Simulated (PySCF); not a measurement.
## Reproducing measurements on spiropentane

**Measured values to compare with.**

From NIST CCCBDB Release 22 (SRD 101), experimental polarizabilities, for the gas: mean polarisability 8.049 Å³.

The runs below try to reproduce these values; the comparison stands at the end.

Spiropentane, C5H8.
Atom-mapped SMILES: `[CH2:1]1[CH2:2][C:3]12[CH2:4][CH2:5]2` (hydrogens: H6, H7 on C1; H8, H9 on C2; H10, H11 on C4; H12, H13 on C5)

Structure used (PBE0-D3(BJ)/def2-TZVP), in Å, numbered top down from 1:
```xyz
13
C5H8 angstrom
C      1.398   -0.465    0.036
C      0.905    0.449   -1.072
C      0.001   -0.001   -0.001
C     -0.961    0.612    0.931
C     -1.341   -0.600    0.101
H      1.605   -1.498   -0.221
H      2.064   -0.039    0.778
H      0.790    0.019   -2.061
H      1.246    1.478   -1.062
H     -0.813    0.466    1.995
H     -1.404    1.565    0.661
H     -1.445   -1.547    0.618
H     -2.038   -0.451   -0.717
```

Runs made with PySCF (gas phase, on this PBE0-D3(BJ)/def2-TZVP geometry; no spin–orbit coupling):

```csv
level,job,basis functions
CAM-B3LYP/aug-cc-pVTZ,"10 singlets by full TDDFT, 4 Tamm–Dancoff triplets, polarisability",414
PBE0/aug-cc-pVTZ,"10 singlets by full TDDFT, 4 Tamm–Dancoff triplets, polarisability, dynamic polarisability, density and orbital grids written",414
wB97X-D/aug-cc-pVTZ,"10 singlets by full TDDFT, 4 Tamm–Dancoff triplets, polarisability, ΔSCF ions",414
```

Results beside the measurements:

**Mean polarisability.** Measured: 8.049 Å³ (NIST CCCBDB Release 22 (SRD 101), experimental polarizabilities).

```csv
level,computed (Å³),computed − measured (Å³),% (from the printed values)
CAM-B3LYP/aug-cc-pVTZ,8.533,+0.484,+6
PBE0/aug-cc-pVTZ,8.610,+0.561,+7
wB97X-D/aug-cc-pVTZ,8.524,+0.475,+6
```

Closest is wB97X-D/aug-cc-pVTZ (+0.475 Å³), furthest PBE0/aug-cc-pVTZ (+0.561 Å³); one molecule doesn't rank methods. All 3 levels lie above the measurement. The computed values are static and purely electronic, with core orbitals frozen in the response (1 au = 0.148185 Å³). The table of measured values doesn't say here whether a value is static or optical, or holds a vibrational part.

The geometry is computed, not the measured one. Where a level misses, the cause wasn't examined.
